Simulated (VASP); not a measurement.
Wanted: the native input for a VASP 6.6.1 run.

```
Task                   : relaxation of cell and atoms
Functional             : PBE
Potentials or basis    : VASP PAW PBE potentials, release 64 (W_sv)
Cutoff                 : 520 eV
k mesh                 : 18 × 18 × 18
Occupations            : gaussian, width 0.1 eV
Spin                   : no spin polarisation
Further INCAR settings : ALGO = Normal; EDIFF = 1e-07; IBRION = 2; EDIFFG = -0.002; NSW = 80; ISIF = 3
```

The structure of W lies in POSCAR:

```
W                                       
1.0
   -1.5926457963      1.5926457963      1.5926457963
    1.5926457963     -1.5926457963      1.5926457963
    1.5926457963      1.5926457963     -1.5926457963
  W             
     1
Direct
     0.0000000000000000    0.0000000000000000    0.0000000000000000
```

One way to write it, as run:

INCAR

```
SYSTEM = W
  PREC = Accurate
  ENCUT = 520
  EDIFF = 1E-7
  ISMEAR = 0
  SIGMA = 0.1
  LREAL = .FALSE.
  LASPH = .TRUE.
  NELM = 60
  ALGO = Normal
  ISIF = 3
  LWAVE = .FALSE.
  LCHARG = .FALSE.
  GGA = PE
  IBRION = 2
  NSW = 80
  EDIFFG = -0.002
```

KPOINTS

```
Automatic mesh
0
G
  18 18 18
  0 0 0
```

Potentials or basis: VASP PAW PBE potentials, release 64 (W_sv).

Launch:

```sh
$ cat potpaw_PBE.64/W_sv/POTCAR > POTCAR
$ mpirun -np 1 vasp_std > vasp.out
```

It gave:

```
Pressure after relaxing : 0.0 GPa
Band gap on the k mesh  : none (metal or under the smearing width)
```

Caveat: the relaxation stopped at its first step, so nothing moved.

It took 14 s on 1 thread of Intel(R) Xeon(R) Platinum 8559C (Emerald Rapids) (shared host), peak memory 0.16 GiB.
